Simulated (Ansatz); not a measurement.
Runs of Ansatz 0.2.0 on CdF2. It takes space group Fm-3m (No. 225, cubic). The conventional cell has a = 5.388 Å, b = 5.388 Å, c = 5.388 Å, α = 90.00°, β = 90.00°, γ = 90.00°. Around Cd (site symmetry m-3m) lie 8 F at 2.33 Å. F (site symmetry -43m) is surrounded by 4 Cd at 2.33 Å. 

```csv
task,level,k mesh,cutoff (eV),smearing,points for each segment of the path,atoms under strain,gap on the mesh (eV),pressure (GPa)
band structure,r2SCAN50,5 × 5 × 5,500,fermi-dirac 0.05 eV,4,-,9.26,-3.4
band structure,HSE03,5 × 5 × 5,420,fermi-dirac 0.05 eV,4,-,5.03,(a)
phonons,PBEsol,7 × 7 × 7,420,fixed,-,-,3.00,-
band structure,HSEsol,5 × 5 × 5,420,fermi-dirac 0.05 eV,4,-,5.14,(b)
elastic constants,PBEsol,7 × 7 × 7,420,fixed,-,clamped,3.00,-0.2
```

Alike in all rows: potentials or basis Ansatz PAW; no spin polarisation; cell as given.

Estimate the missing entries.

(a) 1.9; (b) -2.6.

Caveats: the PAW data sets come from PBE, with cores solved anew for the run's functional, which leaves a small shift of forces and pressure; the k mesh misses the band edges, so the gap on the mesh is wider than the one along the path (some runs); the thresholds are loose for stress (some runs); odd divisions of the mesh miss points on the zone boundary, where band edges often lie, so the gap on the mesh can be too wide (some runs).

A k mesh can miss the band edges, and the runs leave out spin-orbit coupling on Cd.
